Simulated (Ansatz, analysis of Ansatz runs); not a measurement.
# Migration in SnO2 (P4_2/mnm): V_O hop (2.6 Å), charge +2

Aim: the barrier of one jump in SnO2 (P4_2/mnm) at charge +2: V_O hop (2.6 Å). The model is a cell of 72 host atoms with 1 O taken out; O is the atom that moves.

Calculated with Ansatz 0.2.0; plane-wave PAW DFT, PBEsol; nudged elastic band between two relaxed defect structures at fixed charge in a uniform background; PAW set soft_1.

### Step 1. The structure

The cell holds 71 atoms: 24 Sn and 47 O. Cell: a = 9.536 Å, b = 9.536 Å, c = 9.636 Å, α = 90.0°, β = 90.0°, γ = 90.0°. It derives from SnO2 (space group P4_2/mnm). Nearest the centre at fractional (0.500, 0.500, 0.500): O44 at 1.31 Å, Sn67 at 1.61 Å, Sn61 at 1.61 Å, O70 at 2.62 Å, O18 at 2.62 Å, O12 at 2.62 Å, O64 at 2.62 Å, Sn25 at 3.37 Å. The cell carries charge +2.

The cell's shortest repeat is 9.5 Å.

### Step 2. Relaxation of the start point, charge +2

The ends come first: from an unrelaxed start the top is counted from too high an energy, and the barrier comes out too low. Small random displacements break the symmetry of the ideal sites, so that the defect can distort if it gains by it. The charge of +2 is set by the electron count, and a uniform background keeps the cell neutral.

Contents of qp2.start/input.yaml:

```yaml
crystal:
  lattice:
    - [9.53562392, 0.0, 0.0]
    - [0.0, 9.53562392, 0.0]
    - [0.0, 0.0, 9.63570775]
  atoms:
    - { symbol: Sn, position: [0.25, 0.25, 0.16666667] }
    - { symbol: Sn, position: [0.0, 0.0, 0.0] }
    - { symbol: O, position: [0.09686392, 0.40313608, 0.16666667] }
    - { symbol: O, position: [0.40313608, 0.09686392, 0.16666667] }
    - { symbol: O, position: [0.15313608, 0.15313608, 0.0] }
    - { symbol: O, position: [0.34686392, 0.34686392, 0.0] }
    - { symbol: Sn, position: [0.25, 0.25, 0.5] }
    - { symbol: Sn, position: [0.0, 0.0, 0.33333333] }
    - { symbol: O, position: [0.09686392, 0.40313608, 0.5] }
    - { symbol: O, position: [0.40313608, 0.09686392, 0.5] }
    - { symbol: O, position: [0.15313608, 0.15313608, 0.33333333] }
    - { symbol: O, position: [0.34686392, 0.34686392, 0.33333333] }
    - { symbol: Sn, position: [0.25, 0.25, 0.83333333] }
    - { symbol: Sn, position: [0.0, 0.0, 0.66666667] }
    - { symbol: O, position: [0.09686392, 0.40313608, 0.83333333] }
    - { symbol: O, position: [0.40313608, 0.09686392, 0.83333333] }
    - { symbol: O, position: [0.15313608, 0.15313608, 0.66666667] }
    - { symbol: O, position: [0.34686392, 0.34686392, 0.66666667] }
    - { symbol: Sn, position: [0.25, 0.75, 0.16666667] }
    - { symbol: Sn, position: [0.0, 0.5, 0.0] }
    - { symbol: O, position: [0.09686392, 0.90313608, 0.16666667] }
    - { symbol: O, position: [0.40313608, 0.59686392, 0.16666667] }
    - { symbol: O, position: [0.15313608, 0.65313608, 0.0] }
    - { symbol: O, position: [0.34686392, 0.84686392, 0.0] }
    - { symbol: Sn, position: [0.25, 0.75, 0.5] }
    - { symbol: Sn, position: [0.0, 0.5, 0.33333333] }
    - { symbol: O, position: [0.09686392, 0.90313608, 0.5] }
    - { symbol: O, position: [0.15313608, 0.65313608, 0.33333333] }
    - { symbol: O, position: [0.34686392, 0.84686392, 0.33333333] }
    - { symbol: Sn, position: [0.25, 0.75, 0.83333333] }
    - { symbol: Sn, position: [0.0, 0.5, 0.66666667] }
    - { symbol: O, position: [0.09686392, 0.90313608, 0.83333333] }
    - { symbol: O, position: [0.40313608, 0.59686392, 0.83333333] }
    - { symbol: O, position: [0.15313608, 0.65313608, 0.66666667] }
    - { symbol: O, position: [0.34686392, 0.84686392, 0.66666667] }
    - { symbol: Sn, position: [0.75, 0.25, 0.16666667] }
    - { symbol: Sn, position: [0.5, 0.0, 0.0] }
    - { symbol: O, position: [0.59686392, 0.40313608, 0.16666667] }
    - { symbol: O, position: [0.90313608, 0.09686392, 0.16666667] }
    - { symbol: O, position: [0.65313608, 0.15313608, 0.0] }
    - { symbol: O, position: [0.84686392, 0.34686392, 0.0] }
    - { symbol: Sn, position: [0.75, 0.25, 0.5] }
    - { symbol: Sn, position: [0.5, 0.0, 0.33333333] }
    - { symbol: O, position: [0.59686392, 0.40313608, 0.5] }
    - { symbol: O, position: [0.90313608, 0.09686392, 0.5] }
    - { symbol: O, position: [0.65313608, 0.15313608, 0.33333333] }
    - { symbol: O, position: [0.84686392, 0.34686392, 0.33333333] }
    - { symbol: Sn, position: [0.75, 0.25, 0.83333333] }
    - { symbol: Sn, position: [0.5, 0.0, 0.66666667] }
    - { symbol: O, position: [0.59686392, 0.40313608, 0.83333333] }
    - { symbol: O, position: [0.90313608, 0.09686392, 0.83333333] }
    - { symbol: O, position: [0.65313608, 0.15313608, 0.66666667] }
    - { symbol: O, position: [0.84686392, 0.34686392, 0.66666667] }
    - { symbol: Sn, position: [0.75, 0.75, 0.16666667] }
    - { symbol: Sn, position: [0.5, 0.5, 0.0] }
    - { symbol: O, position: [0.59686392, 0.90313608, 0.16666667] }
    - { symbol: O, position: [0.90313608, 0.59686392, 0.16666667] }
    - { symbol: O, position: [0.65313608, 0.65313608, 0.0] }
    - { symbol: O, position: [0.84686392, 0.84686392, 0.0] }
    - { symbol: Sn, position: [0.75, 0.75, 0.5] }
    - { symbol: Sn, position: [0.5, 0.5, 0.33333333] }
    - { symbol: O, position: [0.59686392, 0.90313608, 0.5] }
    - { symbol: O, position: [0.90313608, 0.59686392, 0.5] }
    - { symbol: O, position: [0.65313608, 0.65313608, 0.33333333] }
    - { symbol: O, position: [0.84686392, 0.84686392, 0.33333333] }
    - { symbol: Sn, position: [0.75, 0.75, 0.83333333] }
    - { symbol: Sn, position: [0.5, 0.5, 0.66666667] }
    - { symbol: O, position: [0.59686392, 0.90313608, 0.83333333] }
    - { symbol: O, position: [0.90313608, 0.59686392, 0.83333333] }
    - { symbol: O, position: [0.65313608, 0.65313608, 0.66666667] }
    - { symbol: O, position: [0.84686392, 0.84686392, 0.66666667] }
total_charge: 2
basis:
  ecutwfc: 420
  xc_grid: 2
hamiltonian:
  xc: pbesol
  pseudopotentials: { kind: paw, azcp: { folder: soft_1 }, xc_functional: pbe }
kpoints:
  mp_grid: { grid: [1, 1, 1], shift: [0.25, 0.25, 0.25] }
scf:
  occupations: { method: fixed }
  max_iter: 120
output:
  forces: true
relax:
  f_tol: 0.02
  max_steps: 70
  random_displacement: { amplitude: 0.03, seed: 655 }
```

Launch:

```console
> ansatz run input.yaml --threads 4 --pin off --max-ram 8478MiB --backend cpu --events-out ev --progress --plain --runs-dir out
```

Numbers of over 12 decimals in the logs are rounded to 6 here.

Log:

```text
[... repeated set-up lines and file paths are left out, and long positions are rounded to six places ...]
The last accepted step is kept in <dir> (removed where the run ends without a failure and the disk answers)
Engine: ansatz 0.2.0, aarch64-unknown-linux-gnu
Pseudopotentials: kind: paw
Pseudopotential: Sn, paw, valence charge 14, recommended cutoff 420 eV (normal), soft_1/Sn.paw.azcp
Pseudopotential: O, paw, valence charge 6, recommended cutoff 420 eV (normal), soft_1/O.paw.azcp
Functional definition: PBEsol
  exchange = pbesol_x
  correlation = pbesol_c
Crystal: 71 atoms, lattice volume = 876.157 Å³
Basis set: ecut = 420 eV, 17081 PW (Γ), exchange–correlation on 128×128×144 points (8 copies of the dense FFT grid, shifted against one another)
Bands: 379, of which v1, the nominal top of the filled ones, is band 308 counted from 1 (307 counted from 0)
Symmetry: 1 space group operations
k-points: 1
Non-local potential: Sn, projectors of the file, l = 0: 2, l = 1: 2, l = 2: 2, l = 3: 1
Non-local potential: O, projectors of the file, l = 0: 2, l = 1: 2, l = 2: 1
PAW form: soft (Blöchl's): semilocal exchange-correlation on the pseudo side does not see the compensation charge
PAW frozen core: Sn, regenerated for the run's functional, and the local potential with it (the file was generated under x = pbe(κ = 0.804, μ = 0.219515), c = pbe(β = 0.066725))
PAW frozen core: O, regenerated for the run's functional, and the local potential with it (the file was generated under x = pbe(κ = 0.804, μ = 0.219515), c = pbe(β = 0.066725))
PAW one-centre angular grid: Sn, 590 points (default); XC on 64 Gauss nodes
PAW one-centre angular grid: O, 110 points (default); XC on 64 Gauss nodes
Initial density: superposition of atomic densities (chi_scale 0.1, normalization cell, long waves kept (reshape's long-wave potential 0.26 eV rms))
Initial wavefunctions: pseudopotential atomic-orbital guess
Functional: x = pbesol(κ = 0.804, μ = 0.123457), c = pbesol(β = 0.046)
SCF iter   1: F=—  HF=-169184.657705 eV  |F-HF|=—  |Δ(HF+E_count)|=         —  Δρ=7.30e-2  dr2=3.61e1  ethr=3.10e-3  ⟨swp⟩=4.0  Hψ=1217  notcnv=0  defer=68
preconditioner: auto → Resta (q_TF=auto, 2.573 Å⁻¹)  ε∞=3.5  [insulator: Δε(μ)=1.244 eV  Ē_g=19.766 eV  n_scr=250 (ndim 8)  ℏωp=31.1 eV  f_vac=0.000  ε∞_Penn≈3.5]
SCF iter   2: F=—  HF=-169176.662833 eV  |F-HF|=—  |Δ(HF+E_count)|=    7.99e0  Δρ=3.61e-2  dr2=6.23e0  ethr=3.10e-3  ⟨swp⟩=3.0  Hψ=723  notcnv=0  defer=67
SCF iter   3: F=—  HF=-169175.487844 eV  |F-HF|=—  |Δ(HF+E_count)|=    1.17e0  Δρ=1.15e-2  dr2=1.14e0  ethr=1.01e-3  ⟨swp⟩=2.0  Hψ=610  notcnv=0  defer=68
SCF iter   4: F=—  HF=-169175.337617 eV  |F-HF|=—  |Δ(HF+E_count)|=   1.50e-1  Δρ=3.46e-3  dr2=1.05e-1  ethr=1.85e-4  ⟨swp⟩=2.0  Hψ=486  notcnv=0  defer=68
SCF iter   5: F=—  HF=-169175.352013 eV  |F-HF|=—  |Δ(HF+E_count)|=   1.44e-2  Δρ=2.33e-3  dr2=4.50e-2  ethr=1.71e-5  ⟨swp⟩=3.0  Hψ=723  notcnv=0  defer=69
SCF iter   6: F=—  HF=-169175.349610 eV  |F-HF|=—  |Δ(HF+E_count)|=   2.40e-3  Δρ=6.06e-4  dr2=2.97e-3  ethr=7.30e-6  ⟨swp⟩=2.0  Hψ=501  notcnv=0  defer=69
SCF iter   7: F=—  HF=-169175.352794 eV  |F-HF|=—  |Δ(HF+E_count)|=   3.18e-3  Δρ=4.38e-4  dr2=1.59e-3  ethr=4.83e-7  ⟨swp⟩=2.0  Hψ=502  notcnv=0  defer=69
SCF iter   8: F=—  HF=-169175.352656 eV  |F-HF|=—  |Δ(HF+E_count)|=   1.37e-4  Δρ=9.12e-5  dr2=7.04e-5  ethr=2.58e-7  ⟨swp⟩=2.0  Hψ=494  notcnv=0  defer=69
SCF iter   9: F=—  HF=-169175.352677 eV  |F-HF|=—  |Δ(HF+E_count)|=   2.06e-5  Δρ=4.24e-5  dr2=1.38e-5  ethr=1.14e-8  ⟨swp⟩=2.0  Hψ=453  notcnv=0  defer=69
SCF iter  10: F=-169175.352681 eV  HF=-169175.352685 eV  |F-HF|=4.43e-6  |Δ(HF+E_count)|=   8.18e-6  Δρ=3.03e-5  dr2=7.32e-6  ethr=1.62e-9  ⟨swp⟩=4.0  Hψ=1134  notcnv=0
SCF 1 converged in 10 iterations: F = -169175.352681 eV  dr2 = 7.32e-6
  greatest PAW one-centre occupation: 0.997 electrons in one spin orbital (limit 2), on the Sn atom at site 42 (counted from 0), in its partial waves of l = 2
relax step   1: F+E_penalty+E_count = -169175.35268057 eV  Δ(F+E_penalty+E_count) = +0.000e0 eV  max|allowed force component| = 3.525e0 eV/Å  Δτ_max = 0.0000 Å  (10 SCF iters, dr2 threshold 1.00e-5 eV, accepted)
[... the SCF cycles and remarks between the steps are left out from here to the last step ...]
relax step   2: F+E_penalty+E_count = -169177.16106220 eV  Δ(F+E_penalty+E_count) = -1.808e0 eV  max|allowed force component| = 7.193e-1 eV/Å  Δτ_max = 0.1968 Å  (7 SCF iters, dr2 threshold 1.00e-4 eV, accepted)
relax step   3: F+E_penalty+E_count = -169177.44565567 eV  Δ(F+E_penalty+E_count) = -2.846e-1 eV  max|allowed force component| = 1.643e-1 eV/Å  Δτ_max = 0.1119 Å  (7 SCF iters, dr2 threshold 3.23e-5 eV, accepted)
relax step   4: F+E_penalty+E_count = -169177.45897655 eV  Δ(F+E_penalty+E_count) = -1.332e-2 eV  max|allowed force component| = 2.450e-2 eV/Å  Δτ_max = 0.0260 Å  (7 SCF iters, dr2 threshold 1.69e-6 eV, accepted)
SCF iter   1: F=—  HF=-169177.457840 eV  |F-HF|=—  |Δ(HF+E_count)|=         —  Δρ=2.66e-4  dr2=2.92e-4  ethr=3.48e-7  ⟨swp⟩=5.0  Hψ=736  notcnv=0  defer=69
SCF iter   2: F=—  HF=-169177.457767 eV  |F-HF|=—  |Δ(HF+E_count)|=   7.30e-5  Δρ=1.20e-4  dr2=5.31e-5  ethr=4.73e-8  ⟨swp⟩=2.0  Hψ=474  notcnv=0  defer=68
SCF iter   3: F=—  HF=-169177.459167 eV  |F-HF|=—  |Δ(HF+E_count)|=   1.40e-3  Δρ=3.64e-5  dr2=8.47e-6  ethr=8.62e-9  ⟨swp⟩=3.0  Hψ=597  notcnv=0  defer=67
SCF iter   4: F=—  HF=-169177.459168 eV  |F-HF|=—  |Δ(HF+E_count)|=   5.72e-7  Δρ=1.87e-5  dr2=2.80e-6  ethr=1.38e-9  ⟨swp⟩=2.0  Hψ=620  notcnv=0  defer=67
SCF iter   5: F=—  HF=-169177.459167 eV  |F-HF|=—  |Δ(HF+E_count)|=   1.51e-7  Δρ=4.54e-6  dr2=1.55e-7  ethr=4.55e-10  ⟨swp⟩=2.0  Hψ=620  notcnv=0  defer=67
SCF iter   6: F=-169177.459167 eV  HF=-169177.459167 eV  |F-HF|=2.90e-8  |Δ(HF+E_count)|=   1.43e-8  Δρ=2.84e-6  dr2=5.92e-8  ethr=1.62e-11  ⟨swp⟩=4.0  Hψ=1139  notcnv=0
SCF 5 converged in 6 iterations: F = -169177.459167 eV  dr2 = 5.92e-8
relax step   5: F+E_penalty+E_count = -169177.45916734 eV  Δ(F+E_penalty+E_count) = -1.908e-4 eV  max|allowed force component| = 2.348e-3 eV/Å  Δτ_max = 0.0035 Å  (6 SCF iters, accepted)
SCF converged after 6 iterations
Free energy (F): -169177.459167 eV
Harris-Foulkes:  -169177.459167 eV  (|F-HF|=2.90e-8)
Internal energy: -169177.459167 eV  (E = F + TS)
E sigma→0 (E₀):  -169177.459167 eV
Fermi energy:    8.855297 eV
--- Per-component energies (eV) ---
  E_band       = -1683.481799
  E_kinetic    = 11981.573437
  E_local      = -38839.444130  (includes V_loc(G=0)·N_el)
  E_nonlocal   = 6012.851423
  E_hartree    = 17626.945414
  E_xc         = -6271.012225
  E_vxc        = -6145.673299  (∫ρ·V_xc dr)
  E_paw        = -110589.200584  (= ΣΔE_a)
  E_vpaw       = -9946.729593  (= ΣTr[D̂ρ^β])
  E_aug_tail   = 0.045567  (compensation charges beyond the density's cutoff)
  E_ewald      = -49107.712751
  E_core_change = 8.494681  (= ΣΔE_core)
  E_smearing   = -0.000000  (= −TS)
  E_closure    = -0.000000  (closes the sum)
  E_deformation_potential = 34.819676  (in the stress; not in F)
  Σ components = -169177.459167   (vs F -169177.459167, Δ=0.00e0)
--- Forces (eV/Å), atoms counted from 1 ---
  atom   1  Sn    -0.00034639     0.00031337     0.00060687
  atom   2  Sn     0.00049204    -0.00035036     0.00000134
  [... 4 atoms left out ...]
  atom   7  Sn    -0.00047932     0.00057643     0.00027225
  [... 4 atoms left out ...]
  atom  12  O     -0.00041040     0.00005735    -0.00014533
  [... 5 atoms left out ...]
  atom  18  O     -0.00090844     0.00009347     0.00013790
  [... 6 atoms left out ...]
  atom  25  Sn     0.00065536    -0.00080304    -0.00021232
  [... 18 atoms left out ...]
  atom  44  O     -0.00037975     0.00018304    -0.00006943
  [... 15 atoms left out ...]
  atom  60  Sn    -0.00100843     0.00053135     0.00019182
  atom  61  Sn    -0.00085261     0.00116207     0.00087328
  [... 2 atoms left out ...]
  atom  64  O     -0.00017749     0.00032470     0.00005468
  [... 2 atoms left out ...]
  atom  67  Sn    -0.00095255     0.00131079    -0.00106504
  [... 2 atoms left out ...]
  atom  70  O     -0.00003378     0.00055822     0.00008142
  [... 1 atom left out ...]
  max |Σ_I F_I| component: 1.74e-5 eV/Å
--- Relaxed structure (5 steps of the walk, 5 accepted, 0 SCFs on fresh bases) ---
  F+E_penalty+E_count = -169177.45916734 eV   max|allowed force component| = 2.348e-3 eV/Å
  atoms:
    - { symbol: Sn, position: [0.248606, 0.250872, 0.166415] }
    - { symbol: Sn, position: [0.005365, -0.005219, 0.000175] }
    [... 4 atoms left out ...]
    - { symbol: Sn, position: [0.248693, 0.249945, 0.500171] }
    [... 4 atoms left out ...]
    - { symbol: O, position: [0.346532, 0.354290, 0.336119] }
    [... 5 atoms left out ...]
    - { symbol: O, position: [0.346539, 0.354404, 0.664195] }
    [... 6 atoms left out ...]
    - { symbol: Sn, position: [0.233060, 0.767091, 0.500175] }
    [... 18 atoms left out ...]
    - { symbol: O, position: [0.587381, 0.412785, 0.500173] }
    [... 15 atoms left out ...]
    - { symbol: Sn, position: [0.750202, 0.751452, 0.500174] }
    - { symbol: Sn, position: [0.513035, 0.487038, 0.319036] }
    [... 2 atoms left out ...]
    - { symbol: O, position: [0.645726, 0.653628, 0.336148] }
    [... 2 atoms left out ...]
    - { symbol: Sn, position: [0.513111, 0.487109, 0.681311] }
    [... 2 atoms left out ...]
    - { symbol: O, position: [0.645847, 0.653624, 0.664230] }
    [... 1 atom left out ...]
```

Elapsed: 80 s, on 4 threads of Arm Neoverse V1, shared host; peak memory 1.7 GiB.

The steps of the relaxation:

```
step  energy less that of the first step (eV)  largest force component (eV/Å)
   1                                   0.0000                          3.5254
   2                                  -1.8084                          0.7193
   3                                  -2.0930                          0.1643
   4                                  -2.1063                          0.0245
   5                                  -2.1065                          0.0023
```

The atoms that moved most (Å, from the sites as typed, ahead of the random displacement, the mean shift of all atoms taken out):

```
atom      dx      dy      dz  length
Sn25  -0.161   0.161   0.000   0.228
Sn67   0.126  -0.125   0.139   0.225
Sn61   0.125  -0.126  -0.139   0.225
 O44  -0.090   0.090   0.000   0.127
 O27  -0.083   0.084   0.000   0.118
 O50   0.045  -0.045   0.099   0.118
 O38   0.046  -0.045  -0.099   0.118
 O29   0.056  -0.086   0.057   0.117
```

Neighbours of O44 at the end:

```
atom  distance (Å)
Sn61         2.013
Sn67         2.013
Sn42         2.186
 O64         2.843
 O18         2.843
 O70         2.843
 O12         2.843
 O46         2.955
 O53         2.955
 O52         2.956
 O47         2.956
```

Numbers from this step:

- free energy: -169177.4592 eV
- r.m.s. move of the farther half of the atoms: 0.03656 Å
- largest move from the ideal geometry of this structure, a common shift of the far atoms taken out: 0.2375 Å

The relaxation gained 2.106 eV and ended with a largest force component of 0.0023 eV/Å.

(Part 1 of 4 ends here.)

[Logs are printed without paths, hosts, clocks, repeated set-up lines and the standing remarks that a program may print on its own settings, such as how far it seeks lower states.]

[Hosts, paths, dates, database ids (printed as entryN), source tags and the programs' standing remarks are cut or masked in the printed files.]
